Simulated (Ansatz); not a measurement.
**Al3Ni2: do energies and stresses tell the same story?**

All numbers below come from Ansatz 0.2.0, DFT r2SCAN, scalar-relativistic, plane waves, PAW.

Cutoff 500 eV; k points 12×12×8 on the computed 5-atom cell (Γ-centred); Gaussian smearing, width 0.10 eV; no spin polarisation.

Relaxed cell: P-3m1, a = 4.007 Å, b = 4.007 Å, c = 4.862 Å, α = 90.00°, β = 90.00°, γ = 120.00°, 5 atoms in the primitive cell.

Energies at zero smearing and pressures from the stress tensor, at volumes with shape and atoms relaxed:
| V (Å³/atom) | E − E(first) (meV/atom) | P (GPa) |
| --- | --- | --- |
| 11.896 | 0.00 | 24.33 |
| 12.301 | -51.70 | 16.73 |
| 12.707 | -85.60 | 10.24 |
| 13.112 | -104.33 | 4.71 |
| 13.518 | -110.11 | -0.01 |
| 13.924 | -104.85 | -4.04 |
| 14.329 | -90.15 | -7.47 |
| 14.870 | -58.26 | -11.28 |

Question: Check P = −dE/dV between neighbouring volumes, and get the bulk modulus from the pressures alone.

Answer: With 1 eV/Å³ = 160.2 GPa:
```csv
middle V (Å³/atom),−ΔE/ΔV (GPa),mean P (GPa)
12.099,20.425,20.530
12.504,13.394,13.484
12.910,7.399,7.477
13.315,2.284,2.351
13.721,-2.081,-2.023
14.126,-5.806,-5.755
14.599,-9.448,-9.375
```

The two differ by 0.10 GPa at most. The mean of two end pressures misses the average over a step by about ΔV² P″/12, up to 0.10 GPa here; with that taken off 0.01 GPa remains. Around V = 13.518 Å³/atom, the two neighbours give B = −V ΔP/ΔV = 13.518 × 8.75 / 0.811 = 145.8 GPa, against B0 = 145.1 GPa from the Birch–Murnaghan fit of the energies.

A ferromagnetic start lost its moments in a first run, so spin was left out; other magnetic orders weren't tried.